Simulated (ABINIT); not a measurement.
The system is C.

```
CELL_PARAMETERS angstrom
0.00000 1.78337 1.78337
1.78337 0.00000 1.78337
1.78337 1.78337 0.00000
ATOMIC_POSITIONS crystal
C 0.75000 0.75000 0.75000
C 0.50000 0.50000 0.50000
```

This isn't the form of C at room conditions, which is graphite.

Base run:

| Item | Value |
| --- | --- |
| Program | ABINIT 10.8.3 (patched build) |
| Functional | LDA-PZ |
| Potentials or basis | PseudoDojo NC SR LDA v0.4.1 standard |
| Cutoff | 1116 eV |
| k mesh | 13 × 13 × 13 |
| Occupations | fermi-dirac, width 0.05 eV |
| Spin | no spin polarisation |

Its results: band gap on the k mesh 4.15 eV, indirect (least direct gap 5.56 eV); pressure -10.4 GPa.

**Question.** The run is repeated on the same cell with these changes: functional from LDA-PZ to LDA-Teter. What comes out?

**Answer.** Band gap on the k mesh 4.15 eV, indirect (least direct gap 5.56 eV); pressure -11.0 GPa.

Not every run made on this cell is shown here.
